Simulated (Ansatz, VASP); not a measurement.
## BaS: VASP beside Ansatz

```
CELL_PARAMETERS angstrom
0.00000 3.19375 3.19375
3.19375 0.00000 3.19375
3.19375 3.19375 0.00000
ATOMIC_POSITIONS crystal
Ba 0.00000 0.00000 0.00000
S 0.50000 0.50000 0.50000
```

Alike in both runs: task relaxation of cell and atoms; functional PBE; k mesh 8 × 8 × 8; occupations gaussian, width 0.02 eV; no spin polarisation.

|  | VASP | Ansatz |
| --- | --- | --- |
| version | VASP 6.6.1 | Ansatz 0.2.0 |
| potentials or method | VASP PAW PBE potentials, release 64 (Ba_sv, S) | scalar-relativistic, plane waves, PAW |
| plane-wave cutoff (eV) | 600 | 420 |
| valence electrons in the cell | 16 | 16 |

|  | VASP | Ansatz | Ansatz less VASP |
| --- | --- | --- | --- |
| gap on the k mesh at the Fermi level, each at its own relaxed structure (eV) | 2.16 | 2.23 | +0.075 |
| relaxed volume (Å³/atom) | 33.65 | 33.21 | -0.435 |
| relaxed cell length with the largest relative difference (Å) | 4.566 | 4.546 | -0.0197 |
| energy change over the relaxation (meV/atom) | -5 | -2 | +3.1 |

Caveats: spin-orbit coupling is left out, which moves the levels of the heavy elements. Zero-point motion and thermal expansion aren't in these numbers. A k mesh can miss the band edges.
